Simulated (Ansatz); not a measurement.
A run of Ansatz 0.2.0:

Contents of input.yaml:

```yaml
crystal:
  lattice:
    - [2.6205428149, 0.0, 0.0]
    - [-1.3102714075, 2.2694566494, 0.0]
    - [0.0, 0.0, 2.46635439]
  atoms:
    - { symbol: Si, position: [0.0, 0.0, 0.0] }
kpoints:
  mp_grid: { grid: [8, 8, 8] }
scf:
  occupations: { method: fermi_dirac, width: 0.05 }
hamiltonian:
  xc: hse06
  pseudopotentials: { kind: all_electron, datasets: crystal }
output:
  forces: true
  stress: true
```

Potentials or basis: all-electron PAW datasets made for the crystal.

The run is started by

```sh
$ ansatz run input.yaml --threads 2 --pin off --max-ram 8192MiB --backend cpu --events-out ev --progress --plain --runs-dir out
```

Hardware: 2 threads of AMD EPYC 7R43 64-Core Processor (Zen 3) (shared host).

Q: Estimate the wall time of this run.

A: Run time: 14 s on 2 threads of AMD EPYC 7R43 64-Core Processor (Zen 3) (shared host), peak memory 0.42 GiB. Counts: scf iterations 8, plane waves 107, k points 50, bands 7.
